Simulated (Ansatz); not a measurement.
**Bi: how well frozen cores do**

The same cell of Bi is computed with LAPW, all electrons, PAW on the default files and all-electron PAW on datasets made for the crystal, to set the results side by side.

Computed with Ansatz 0.2.0 (DFT PBE, scalar-relativistic, unless a step's input says otherwise).

## Step 1: The starting structure

The structure is monoclinic, space group C2/m (No. 12). Conventional cell: a = 6.673 Å, b = 6.111 Å, c = 3.300 Å, α = 90.00°, β = 110.41°, γ = 90.00°. Around Bi (site symmetry m) lie 6 Bi at 3.15 to 3.31 Å.

Coordinates:

```xyz
2
Lattice="3.3363 -3.0554 0.0000 3.3363 3.0554 0.0000 -1.1510 0.0000 3.0929" Properties=species:S:1:pos:R:3 pbc="T T T"
Bi    1.5087    0.0000    0.4608
Bi    4.0129    0.0000    2.6321
```

The structure is an experimental refinement, used without relaxation.

Atoms are numbered in the order of the input: Bi1, Bi2.

## Step 2: LAPW, all electrons

The input, input.yaml:

```yaml
crystal:
  lattice:
    - [3.33628, -3.0554, 0.0]
    - [3.33628, 3.0554, 0.0]
    - [-1.15098, 0.0, 3.09291]
  atoms:
    - { symbol: Bi, position: [0.2518, 0.2518, 0.149] }
    - { symbol: Bi, position: [0.7482, 0.7482, 0.851] }
kpoints:
  mp_grid: { grid: [8, 8, 11] }
  band_path:
    path:
      - [0.0, 0.0, 0.0]
      - [-0.4887142109, 0.4887142109, 0.0]
      - [-0.5112857891, -0.4887142109, 0.0]
      - [-0.5, -0.5, 0.0]
      - [0.0, 0.0, 0.0]
      - [-0.5, -0.5, 0.5]
      - [-0.6796217385, -0.3203782615, 0.5]
      - [-0.3203782615, 0.3203782615, 0.5]
      - [0.0, 0.0, 0.5]
    npoints: 14
scf:
  occupations: { method: fermi_dirac, width: 0.05 }
hamiltonian:
  xc: pbe
  pseudopotentials: { kind: all_electron, lapw: { basis_error: 0.00025 } }
output:
  forces: true
  stress: true
  eigenvalues: true
  fatbands: true
  populations: true
  dos: { projected: true, de: 0.2, e_range: [-14, 8] }
```

On the command line:

```bash
$ ansatz run input.yaml --threads 1 --pin off --max-ram 3072MiB --backend cpu --events-out ev --progress --plain --runs-dir out
```

Log:

```text
Bi: projections on atomic orbitals take those of the free atom 1s2 2s2 2p6 3s2 3p6 3d10 4s2 4p6 4d10 4f14 5s2 5p6 5d10 6s2 6p3, of charge +0.00 (hamiltonian.pseudopotentials.projection_atoms)
LAPW: plane waves up to 7.782 Å⁻¹, error target 2.5e-4 eV per atom; small_component_spin mean_spin; Bi in spheres of 1.577 Å, 37 of its electrons in bands, Dirac shells []
Engine: ansatz 0.2.0
Pseudopotentials: kind: all_electron
Pseudopotential: Bi, LAPW, valence charge 37, Koelling and Harmon's equation, gaussian nucleus
Functional definition: PBE
  parameter kappa = 0.804
  parameter beta = 0.06672455060314922
  exchange = pbe_x(kappa = kappa, mu = beta*pi^2/3)
  correlation = pbe_c(beta = beta)
Crystal: 2 atoms, lattice volume = 63.056 Å³
Basis set: ecut = 230.7159095535 eV, 497 PW (Γ), exchange–correlation at level 2
Bands: 45, of which v1, the nominal top of the filled ones, is band 37 counted from 1 (36 counted from 0)
Symmetry: 4 space group operations
Space group: C2/m (ITA 12), of the structure as read, at distance tolerance 4.0e-5 Å
k-points: 201 of 704
Non-local potential: Bi, projectors of the file, none
Initial density: superposition of atomic densities (chi_scale 0.1, normalization cell)
Initial wavefunctions: plane waves of lowest kinetic energy (no species holds an atomic orbital)
Functional: x = pbe(κ = 0.804, μ = 0.2195149727645171), c = pbe(β = 0.06672455060314922)
iter 1 solved again at ethr=3.12e-5 eV; its pass at ethr=1.00e-1 eV (dr2=2.31e-2 eV) is discarded
SCF iter   1: F=—  HF=-1171411.804379 eV  |F-HF|=—  |Δ(HF+E_count)|=         —  Δρ=6.93e-3  dr2=2.33e-2  ethr=3.12e-5  ⟨swp⟩=3.1  Hψ=57338  notcnv=0
preconditioner: auto → LDOS  [metal: Δε(μ)=0.039 eV  Ē_g=23.356 eV  σ=0.050 eV  W_gap=0.19  n_scr=20 (ndim 8)  ℏωp=25.6 eV  f_vac=0.078  D(μ)=0.95/eV (n_scr^D=4)  β→1.0]
iter 2 solved again at ethr=6.28e-7 eV; its pass at ethr=3.12e-5 eV (dr2=4.64e-4 eV) is discarded
SCF iter   2: F=—  HF=-1171411.806535 eV  |F-HF|=—  |Δ(HF+E_count)|=   2.16e-3  Δρ=1.06e-3  dr2=4.65e-4  ethr=6.28e-7  ⟨swp⟩=2.0  Hψ=45047  notcnv=0
SCF iter   3: F=—  HF=-1171411.803995 eV  |F-HF|=—  |Δ(HF+E_count)|=   2.54e-3  Δρ=4.38e-4  dr2=7.58e-5  ethr=6.28e-7  ⟨swp⟩=3.0  Hψ=28225  notcnv=0
SCF iter   4: F=—  HF=-1171411.802616 eV  |F-HF|=—  |Δ(HF+E_count)|=   1.38e-3  Δρ=1.58e-4  dr2=1.19e-5  ethr=1.02e-7  ⟨swp⟩=3.0  Hψ=26984  notcnv=0
SCF iter   5: F=—  HF=-1171411.802471 eV  |F-HF|=—  |Δ(HF+E_count)|=   1.45e-4  Δρ=4.76e-5  dr2=1.05e-6  ethr=1.61e-8  ⟨swp⟩=3.0  Hψ=27033  notcnv=0
SCF iter   6: F=—  HF=-1171411.802465 eV  |F-HF|=—  |Δ(HF+E_count)|=   6.33e-6  Δρ=7.55e-6  dr2=3.65e-8  ethr=1.42e-9  ⟨swp⟩=3.0  Hψ=27382  notcnv=0
SCF iter   7: F=-1171411.802465 eV  HF=-1171411.802465 eV  |F-HF|=7.22e-9  |Δ(HF+E_count)|=   6.01e-8  Δρ=2.30e-6  dr2=5.06e-9  ethr=4.94e-11  ⟨swp⟩=3.0  Hψ=27391  notcnv=0
SCF 1 converged in 7 iterations: F = -1171411.802465 eV  dr2 = 5.06e-9
NSCF: frozen V_eff on 113 k-points
SCF converged after 7 iterations
Free energy (F): -1171411.802465 eV
Harris-Foulkes:  -1171411.802465 eV  (|F-HF|=7.22e-9)
Internal energy: -1171411.794290 eV  (E = F + TS)
E sigma→0 (E₀):  -1171411.798377 eV
Entropy (-TS):   -0.008174 eV (-4.087 meV/atom)
Fermi energy:    15.486336 eV
--- Per-component energies (eV) ---
  E_band       = -5229.826052
  E_kinetic    = 1356073.164492
  E_xc         = -21612.107390
  E_electrostatic = -2505872.851393  (all electrons and nuclei)
  E_smearing   = -0.008174  (= −TS)
  E_closure    = 0.000000  (closes the sum)
  E_atoms      = -1171404.213804  (free atoms, spherical and without spin; not in F)
  Σ components = -1171411.802465   (vs F -1171411.802465, Δ=0.00e0)
  Basis errors (estimates in eV, not in F): energy 8.7e-5 per atom: plane waves 7.6e-5 (4.2e-5 summed), levels above the bands 2.4e-87, relativity 2.7e-9, radial functions 1.1e-5, core shells 1.4e-8; eigenvalues (radial functions only) 1.4e-6; not estimated: angular momenta, meshes, grids; target (lapw.basis_error) 2.5e-4; muffin-tin radii Bi 1.577 Å
--- Forces (eV/Å), atoms counted from 1 ---
  atom   1  Bi    -0.05125714     0.00000000    -0.04644049
  atom   2  Bi     0.05125714    -0.00000000     0.04644049
  max |Σ_I F_I| component: 0.00e0 eV/Å
--- Stress (GPa, compression-positive) ---
        4.667703       0.000000      -0.164658
        0.000000       3.247422      -0.000000
       -0.164658      -0.000000       4.364971
  P = ⅓ Tr σ = 4.0934 GPa (40.934 kbar)
--- Band table (eV; the first three rows and the last of 201) ---
  k-point 0: bands = ["-137.6921", "-137.6920", "-132.8179", "-132.8179", "-132.8179", "-132.8179", "-132.8130", "-132.8130", "-132.8126", "-132.8126", "-132.8091", "-132.8091", "-132.8091", "-132.8091", "-132.8078", "-132.8078", "-75.9564", "-75.9531", "-75.9529", "-75.9525", "-75.9371", "-75.9341", "-7.5513", "-7.4927", "-7.4492", "-7.4327", "-7.3210", "-7.2851", "-7.2684", "-7.2647", "-7.2220", "-7.1149", "1.9491", "6.5353", "12.2635", "12.4639", "18.1995", "19.0184", "19.5032", "19.6413", "20.0809", "22.8881", "24.0588", "24.1497", "25.1079"]
  k-point 1: bands = ["-137.6921", "-137.6920", "-132.8179", "-132.8179", "-132.8179", "-132.8179", "-132.8130", "-132.8130", "-132.8126", "-132.8126", "-132.8091", "-132.8091", "-132.8091", "-132.8091", "-132.8078", "-132.8078", "-75.9564", "-75.9531", "-75.9530", "-75.9527", "-75.9371", "-75.9341", "-7.5463", "-7.4756", "-7.4290", "-7.4274", "-7.3265", "-7.2919", "-7.2763", "-7.2709", "-7.2237", "-7.1185", "2.0722", "6.5647", "12.3481", "12.6541", "17.8828", "18.3552", "18.9769", "19.4159", "19.5018", "23.3744", "24.2585", "24.2832", "25.2213"]
  k-point 2: bands = ["-137.6921", "-137.6920", "-132.8179", "-132.8179", "-132.8179", "-132.8179", "-132.8130", "-132.8130", "-132.8126", "-132.8126", "-132.8091", "-132.8091", "-132.8091", "-132.8091", "-132.8078", "-132.8078", "-75.9564", "-75.9535", "-75.9532", "-75.9531", "-75.9369", "-75.9342", "-7.5323", "-7.4298", "-7.4189", "-7.3708", "-7.3410", "-7.3111", "-7.2974", "-7.2837", "-7.2288", "-7.1288", "2.4369", "6.6470", "12.5951", "13.1862", "15.6796", "17.5287", "18.7348", "18.7995", "19.3658", "23.1838", "23.7380", "24.3848", "25.1157"]
  k-point 200: bands = ["-137.6920", "-137.6920", "-132.8179", "-132.8179", "-132.8179", "-132.8179", "-132.8130", "-132.8130", "-132.8126", "-132.8126", "-132.8091", "-132.8091", "-132.8091", "-132.8091", "-132.8078", "-132.8078", "-75.9563", "-75.9551", "-75.9547", "-75.9529", "-75.9366", "-75.9346", "-7.4454", "-7.3992", "-7.3796", "-7.3724", "-7.3604", "-7.3280", "-7.2818", "-7.2707", "-7.1847", "-7.1690", "5.2408", "6.1736", "11.4453", "12.6353", "12.8733", "14.5990", "16.5310", "17.3313", "22.2862", "24.7312", "24.8066", "25.2078", "26.9198"]
--- Löwdin populations: 2 sites ---
  site symbol       q [e]
     0     Bi     82.9696
     1     Bi     82.9696
  spilling = 0.000367 (of n_electrons = 166.000000)
```

Run time: 90 s. Hardware: 1 thread of Intel Xeon Platinum 8488C (Sapphire Rapids), shared host; peak memory 0.97 GiB.

This run gives: pressure 4.09 GPa; no gap; largest force 0.069 eV/Å.

At the corners of the path (eV, zero at the Fermi level):

```
point  band 33  band 34  band 35  band 36  band 37  band 38  band 39
    Γ   -13.54    -8.95    -3.22    -3.02     2.71     3.53     4.02
    C   -11.34   -11.14    -5.33    -5.32     3.31     4.09     5.91
   C2   -11.34   -11.14    -5.33    -5.32     3.31     4.09     5.91
   Y2   -11.34   -11.13    -5.34    -5.33     3.31     4.09     5.92
    Γ   -13.54    -8.95    -3.22    -3.02     2.71     3.53     4.02
   M2   -10.20    -9.26    -4.08    -3.04    -2.49    -0.62     0.87
    D    -9.87    -9.83    -4.32    -4.02    -0.42     0.16     1.67
   D2    -9.87    -9.83    -4.32    -4.02    -0.42     0.16     1.67
    A   -10.94    -9.05    -3.99    -2.57    -1.63     1.35     1.69
```

States per cell in windows of 1 eV (zero at the Fermi level; grid of 0.20 eV, so sharp peaks spill over the borders):

```
from  to  total  Bi 6p  Bi 6s
 -10  -9   0.86   0.10   0.76
  -9  -8   0.33   0.02   0.31
  -8  -7   0.00   0.00   0.00
  -7  -6   0.00   0.00   0.00
  -6  -5   0.01   0.01   0.00
  -5  -4   0.66   0.64   0.02
  -4  -3   1.22   1.15   0.06
  -3  -2   1.45   1.35   0.09
  -2  -1   1.42   1.29   0.10
  -1   0   1.02   0.93   0.07
   0   1   1.12   1.00   0.08
   1   2   1.00   0.89   0.05
   2   3   1.73   1.51   0.04
   3   4   1.39   1.17   0.02
   4   5   1.03   0.76   0.01
```

[end of part 1 of 2]
